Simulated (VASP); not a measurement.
# TiC (Fm-3m) in VASP: further runs, part 2 of 3

VASP 6.6.1. The steps go on from the part before.

## 3. Single point, LDA

INCAR

```
SYSTEM = TiC
PREC = Accurate
ENCUT = 300
EDIFF = 1E-6
ISMEAR = -1
SIGMA = 0.05
LREAL = .FALSE.
LASPH = .TRUE.
NELM = 100
ALGO = Normal
ISIF = 2
LWAVE = .FALSE.
LCHARG = .FALSE.
NBANDS = 15
KPAR = 4
```

KPOINTS

```
regular mesh
0
G
  5 5 5
  0 0 0
```

POSCAR

```
TiC
1.0
    0.0000000000      2.1593000000      2.1593000000
    2.1593000000      0.0000000000      2.1593000000
    2.1593000000      2.1593000000      0.0000000000
Ti C
1 1
Direct
    0.0000000000      0.0000000000      0.0000000000
    0.5000000000      0.5000000000      0.5000000000
```

Potentials or basis: VASP PAW LDA potentials, release 64 (Ti_sv, C).

Command:

```console
$ cat potpaw_LDA.64/Ti_sv/POTCAR potpaw_LDA.64/C/POTCAR > POTCAR
$ mpirun -np 4 vasp_std > vasp.out
```

OUTCAR:

```text
SYSTEM = TiC
   PREC = Accurate
   ENCUT = 300
   EDIFF = 1E-6
   ISMEAR = -1
   LREAL = .FALSE.
   LASPH = .TRUE.
   NELM = 100
   ISIF = 2

 ion  position               nearest neighbor table
   1  0.000  0.000  0.000-   2 2.16   2 2.16   2 2.16   2 2.16   2 2.16   2 2.16
   2  0.500  0.500  0.500-   1 2.16   1 2.16   1 2.16   1 2.16   1 2.16   1 2.16

  LATTYP: Found a face centered cubic cell.
 ALAT       =     4.3186000000

  Lattice vectors:

 A1 = (   0.0000000000,   2.1593000000,   2.1593000000)
 A2 = (   2.1593000000,   0.0000000000,   2.1593000000)
 A3 = (   2.1593000000,   2.1593000000,   0.0000000000)

Analysis of symmetry for initial positions (statically):
=====================================================================
 Subroutine PRICEL returns:
 Original cell was already a primitive cell.

 Routine SETGRP: Setting up the symmetry group for a
 face centered cubic supercell.

 Subroutine GETGRP returns: Found 48 space group operations
 (whereof 48 operations were pure point group operations)
 out of a pool of 48 trial point group operations.

The static configuration has the point symmetry O_h .

Analysis of symmetry for dynamics (positions and initial velocities):
=====================================================================
 Subroutine PRICEL returns:
 Original cell was already a primitive cell.

 Routine SETGRP: Setting up the symmetry group for a
 face centered cubic supercell.

 Subroutine GETGRP returns: Found 48 space group operations
 (whereof 48 operations were pure point group operations)
 out of a pool of 48 trial point group operations.

The dynamic configuration has the point symmetry O_h .

 Subroutine INISYM returns: Found 48 space group operations
 (whereof 48 operations are pure point group operations),
 and found     1 'primitive' translations

----------------------------------------------------------------------------------------

                                     Primitive cell

  volume of cell :      20.1358

  direct lattice vectors                    reciprocal lattice vectors
     0.000000000  2.159300000  2.159300000    -0.231556523  0.231556523  0.231556523
     2.159300000  0.000000000  2.159300000     0.231556523 -0.231556523  0.231556523
     2.159300000  2.159300000  0.000000000     0.231556523  0.231556523 -0.231556523

  length of vectors
     3.053711345  3.053711345  3.053711345     0.401067663  0.401067663  0.401067663

  position of ions in fractional coordinates (direct lattice)
     0.000000000  0.000000000  0.000000000
     0.500000000  0.500000000  0.500000000

  ion indices of the primitive-cell ions
   primitive index   ion index
                 1           1
                 2           2

----------------------------------------------------------------------------------------

 KPOINTS: regular mesh

Automatic generation of k-mesh.
 Grid dimensions read from file:
 generate k-points for:    5    5    5

 Generating k-lattice:

  Cartesian coordinates                     Fractional coordinates (reciprocal lattice)
    -0.046311305  0.046311305  0.046311305     0.200000000  0.000000000  0.000000000
     0.046311305 -0.046311305  0.046311305     0.000000000  0.200000000  0.000000000
     0.046311305  0.046311305 -0.046311305     0.000000000  0.000000000  0.200000000

  Length of vectors
     0.080213533  0.080213533  0.080213533

  Shift w.r.t. Gamma in fractional coordinates (k-lattice)
     0.000000000  0.000000000  0.000000000

 Subroutine IBZKPT returns following result:
 ===========================================

 Found     10 irreducible k-points:

 Following reciprocal coordinates:
            Coordinates               Weight
  0.000000  0.000000  0.000000      1.000000
  0.200000  0.000000  0.000000      8.000000
  0.400000  0.000000  0.000000      8.000000
  0.200000  0.200000  0.000000      6.000000
  0.400000  0.200000  0.000000     24.000000
 -0.400000  0.200000  0.000000     24.000000
 -0.200000  0.200000  0.000000     12.000000
  0.400000  0.400000  0.000000      6.000000
 -0.400000  0.400000  0.000000     12.000000
 -0.400000  0.400000  0.200000     24.000000
   k-points           NKPTS =     10   k-points in BZ     NKDIM =     10   number of bands    NBANDS=     15
   number of dos      NEDOS =    301   number of ions     NIONS =      2
   total plane-waves  NPLWV =   5832
   dimension x,y,z NGX =    18 NGY =   18 NGZ =   18
   dimension x,y,z NGXF=    36 NGYF=   36 NGZF=   36
   ions per type =               1   1
   NGX,Y,Z   is equivalent  to a cutoff of   9.80,  9.80,  9.80 a.u.
   NGXF,Y,Z  is equivalent  to a cutoff of  19.60, 19.60, 19.60 a.u.
 SYSTEM =  TiC
   PREC   = accura    normal or accurate (medium, high low for compatibility)
   ISTART =      0    job   : 0-new  1-cont  2-samecut
   ICHARG =      2    charge: 1-file 2-atom 10-const
   ISPIN  =      1    spin polarized calculation?
   LNONCOLLINEAR =      F non collinear calculations
   LSORBIT =      F    spin-orbit coupling
   LASPH  =      T    aspherical Exc in radial PAW
   ENCUT  =  300.0 eV  22.05 Ry    4.70 a.u.   4.31  4.31  4.31*2*pi/ulx,y,z
   NELM   =    100;   NELMIN=  2; NELMDL= -5     # of ELM steps
   EDIFF  = 0.1E-05   stopping-criterion for ELM
[... 8 lines left out ...]
   TEBEG  =    0.0;   TEEND  =   0.0 temperature during run
   PSTRESS=    0.0 pullay stress
   NELECT =      16.0000    total number of electrons
   NUPDOWN=      -1.0000    fix difference up-down
   EMIN   =  10.00;   EMAX   =-10.00  energy-range for DOS
   EFERMI =   0.00;   METHOD = LEGACY
   ISMEAR =    -1;   SIGMA  =   0.05  broadening in eV -4-tet -1-fermi 0-gaus
   EFERMI_NEDOS =   21; number of points for ismear=-14 and -15
   IALGO  =     38    algorithm
   IMIX   =      4    mixing-type and parameters
     AMIX     =   0.40;   BMIX     =  1.00
     AMIX_MAG =   1.60;   BMIX_MAG =  1.00
  volume/ion in A,a.u.               =      10.07        67.94
  Fermi-wavevector in a.u.,A,eV,Ry     =   1.516323  2.865436 31.283015  2.299237
  Thomas-Fermi vector in A             =   2.625728
   LORBIT       =      0    0 simple, 1 ext, 2 COOP (PROOUT), +10 PAW based schemes
   GGA     = CA    functional components
   LHFCALC =     F    Hartree Fock is set to
   AEXX    =    0.0000 exact exchange contribution
   IVDW    =     0    specifies the selected vdW correction
   LEPSILON=     F    determine dielectric tensor
   LRPA    =     F    only Hartree local field effects (RPA)
 non-spin polarized calculation
  energy-cutoff  :      300.00
  volume of cell :       20.14
 maximum number of plane-waves:       259
 NGX is ok and might be reduce to    18
   NGX =  9   NGY =  9   NGZ =  9

 number of electron      16.0000005 magnetization

 Free energy of the ion-electron system (eV)
  ---------------------------------------------------
  ext. energy  EPLUGINS =         0.00000000
  ---------------------------------------------------
  free energy    TOTEN  =       -20.50032170 eV

  energy without entropy =      -20.49026233  energy(sigma->0) =      -20.49529201

 E-fermi :   9.1735     XC(G=0): -13.0271

 val. band max:        9.0779863764   @ k =   0.2000   0.2000   0.0000
 cond. band min:       9.2012049775   @ k =   0.4000   0.4000   0.0000
 fundamental gap:      0.1232186011
 Fermi energy:         9.1734807108

 k-point     1 :       0.0000    0.0000    0.0000
  band No.  band energies     occupation
      1     -46.4212      2.00000
      2     -22.8500      2.00000
      3     -22.8500      2.00000
      4     -22.8499      2.00000
      5      -2.9167      2.00000
      6      10.0195      0.00000
      7      10.0195      0.00000
      8      10.0195      0.00000
      9      11.0266      0.00000
     10      11.0266      0.00000
     11      11.0266      0.00000
     12      11.1180      0.00000
     13      11.1180      0.00000
     14      20.0463      0.00000
     15      23.4437      0.00000
[... 145 lines left out ...]
 k-point    10 :      -0.4000    0.4000    0.2000
  band No.  band energies     occupation
      1     -46.3179      2.00000
      2     -23.2348      2.00000
      3     -23.1102      2.00000
      4     -22.9947      2.00000
      5      -0.0822      2.00000
      6       5.4376      2.00000
      7       6.4850      2.00000
      8       7.0230      2.00000
      9      11.4631      0.00000
     10      12.5256      0.00000
     11      13.1587      0.00000
     12      14.2404      0.00000
     13      15.7999      0.00000
     14      22.7313      0.00000
     15      23.2525      0.00000

------------------------ aborting loop because EDIFF is reached ----------------------------------------

  FORCE on cell =-STRESS in cart. coord.  units (eV):
  Direction    XX          YY          ZZ          XY          YZ          ZX
  --------------------------------------------------------------------------------------
  -------------------------------------------------------------------------------------
  Total       -2.2889819     -2.2889819     -2.2889819     -0.0000000      0.0000000      0.0000000
  in kB     -182.1310472   -182.1310472   -182.1310472     -0.0000000      0.0000000      0.0000000
  external PRESSURE =    -182.1310472 kB  Pullay stress =       0.0000000 kB

 VOLUME and BASIS-vectors are now :
 -----------------------------------------------------------------------------
  energy-cutoff  :      300.00
  volume of cell :       20.14
      direct lattice vectors                 reciprocal lattice vectors
     0.000000000  2.159300000  2.159300000    -0.231556523  0.231556523  0.231556523
     2.159300000  0.000000000  2.159300000     0.231556523 -0.231556523  0.231556523
     2.159300000  2.159300000  0.000000000     0.231556523  0.231556523 -0.231556523

 POSITION                                       TOTAL-FORCE (eV/Angst)
 -----------------------------------------------------------------------------------
      0.00000      0.00000      0.00000         0.000000      0.000000     -0.000000
      2.15930      2.15930      2.15930         0.000000      0.000000      0.000000
 -----------------------------------------------------------------------------------
    total drift:                               -0.000000      0.000000      0.000000

  FREE ENERGIE OF THE ION-ELECTRON SYSTEM (eV)
  ---------------------------------------------------
  free  energy   TOTEN  =       -20.5003216989 eV

  energy  without entropy=      -20.4902623285  energy(sigma->0) =      -20.49529201
```

stdout:

```text
POSCAR found type information on POSCAR TiC
 POSCAR found :  2 types and       2 ions
 scaLAPACK will be used
 LDA part: xc-table for (Slater(with rela. corr.)+CA(PZ))
 , standard interpolation
 POSCAR, INCAR and KPOINTS ok, starting setup
 FFT: planning ... GRIDC
 FFT: planning ... GRID_SOFT
 FFT: planning ... GRID
 WAVECAR not read
 entering main loop
```

Wall time 2.9 s (4 MPI ranks of Intel Xeon Platinum 8259CL at 2.50GHz (Skylake/Cascade Lake), shared host); peak memory 0.1 GiB.

The run converged, but a check on its numbers failed (symmetry, net force, bounds or a known fault of this set-up), so they aren't taken as properties of the crystal.

Caveat: the k mesh is coarse (spacing up to 0.50 Å⁻¹), so the values aren't converged; the cutoff lies under the usual one of these potentials, so the numbers hold a large basis-set error.

## 4. Single point, LDA

INCAR, as its differences from that of step 3:

```diff
@@ -2,3 +2,3 @@
 PREC = Accurate
-ENCUT = 300
+ENCUT = 520
 EDIFF = 1E-6
```

KPOINTS

```
regular mesh
0
G
  12 12 12
  0 0 0
```

POSCAR is that of step 3.

Potentials or basis: VASP PAW LDA potentials, release 64 (Ti_sv, C).

Command:

```console
$ cat potpaw_LDA.64/Ti_sv/POTCAR potpaw_LDA.64/C/POTCAR > POTCAR
$ mpirun -np 4 vasp_std > vasp.out
```

OUTCAR:

```text
SYSTEM = TiC
   PREC = Accurate
   ENCUT = 520
   EDIFF = 1E-6
   ISMEAR = -1
   LREAL = .FALSE.
   LASPH = .TRUE.
   NELM = 100
   ISIF = 2

 ion  position               nearest neighbor table
   1  0.000  0.000  0.000-   2 2.16   2 2.16   2 2.16   2 2.16   2 2.16   2 2.16
   2  0.500  0.500  0.500-   1 2.16   1 2.16   1 2.16   1 2.16   1 2.16   1 2.16

  LATTYP: Found a face centered cubic cell.
 ALAT       =     4.3186000000

  Lattice vectors:

 A1 = (   0.0000000000,   2.1593000000,   2.1593000000)
 A2 = (   2.1593000000,   0.0000000000,   2.1593000000)
[... 618 lines left out ...]

  FORCE on cell =-STRESS in cart. coord.  units (eV):
  Direction    XX          YY          ZZ          XY          YZ          ZX
  --------------------------------------------------------------------------------------
  -------------------------------------------------------------------------------------
  Total       -1.2417750     -1.2417750     -1.2417750      0.0000000      0.0000000     -0.0000000
  in kB      -98.8062760    -98.8062760    -98.8062760      0.0000000      0.0000000     -0.0000000
  external PRESSURE =     -98.8062760 kB  Pullay stress =       0.0000000 kB

 VOLUME and BASIS-vectors are now :
 -----------------------------------------------------------------------------
  energy-cutoff  :      520.00
  volume of cell :       20.14
      direct lattice vectors                 reciprocal lattice vectors
     0.000000000  2.159300000  2.159300000    -0.231556523  0.231556523  0.231556523
     2.159300000  0.000000000  2.159300000     0.231556523 -0.231556523  0.231556523
     2.159300000  2.159300000  0.000000000     0.231556523  0.231556523 -0.231556523

 POSITION                                       TOTAL-FORCE (eV/Angst)
 -----------------------------------------------------------------------------------
      0.00000      0.00000      0.00000         0.000000      0.000000      0.000000
      2.15930      2.15930      2.15930         0.000000      0.000000     -0.000000
 -----------------------------------------------------------------------------------
    total drift:                                0.000000     -0.000000     -0.000000

  FREE ENERGIE OF THE ION-ELECTRON SYSTEM (eV)
  ---------------------------------------------------
  free  energy   TOTEN  =       -20.5171268421 eV

  energy  without entropy=      -20.5147162398  energy(sigma->0) =      -20.51592154
```

stdout:

```text
POSCAR found type information on POSCAR TiC
 POSCAR found :  2 types and       2 ions
 scaLAPACK will be used
 LDA part: xc-table for (Slater(with rela. corr.)+CA(PZ))
 , standard interpolation
 POSCAR, INCAR and KPOINTS ok, starting setup
 FFT: planning ... GRIDC
 FFT: planning ... GRID_SOFT
 FFT: planning ... GRID
 WAVECAR not read
 entering main loop
```

It took 6.3 s on 4 MPI ranks of Intel Xeon Platinum 8259CL at 2.50GHz (Skylake/Cascade Lake), shared host; peak memory 0.13 GiB.

What came out:

```
Free energy            : -20.5171 eV
Pressure               : -9.9 GPa
Band gap on the k mesh : none (metal or under the smearing width)
```

Levels at points of the mesh, in eV from the Fermi level:
```tsv
k point	band 4	band 5	band 6	band 7	band 8	band 9	band 10	band 11	band 12	band 13
(0.00, 0.00, 0.00)	-32.28	-12.27	0.61	0.61	0.61	1.68	1.68	1.68	1.71	1.71
(0.50, 0.00, 0.00)	-32.33	-8.69	-5.89	-2.95	-2.95	2.88	2.88	4.09	8.23	8.23
(0.50, 0.50, 0.00)	-32.46	-9.98	-3.40	-1.72	-0.02	-0.02	2.73	3.49	3.49	5.93
```

## 5. Single point, PBEsol

INCAR, as its differences from that of step 4:

```diff
@@ -2,3 +2,3 @@
 PREC = Accurate
-ENCUT = 520
+ENCUT = 250
 EDIFF = 1E-6
@@ -13,2 +13,3 @@
 LCHARG = .FALSE.
+GGA = PS
 NBANDS = 15
```

KPOINTS is that of step 4.

POSCAR is that of step 4.

Potentials or basis: VASP PAW PBE potentials, release 64 (Ti_sv, C).

Command:

```console
$ cat potpaw_PBE.64/Ti_sv/POTCAR potpaw_PBE.64/C/POTCAR > POTCAR
$ mpirun -np 4 vasp_std > vasp.out
```

Run time: 4.2 s. Hardware: 4 MPI ranks of Intel Xeon Platinum 8259CL at 2.50GHz (Skylake/Cascade Lake), shared host; peak memory 0.11 GiB.

The run converged, but a check on its numbers failed (symmetry, net force, bounds or a known fault of this set-up), so they aren't taken as properties of the crystal.

Caveat: the cutoff lies under the usual one of these potentials, so the numbers hold a large basis-set error; the PAW data sets were made with another functional, which shifts forces and pressure a little.

(Continued in part 3 of 3.)
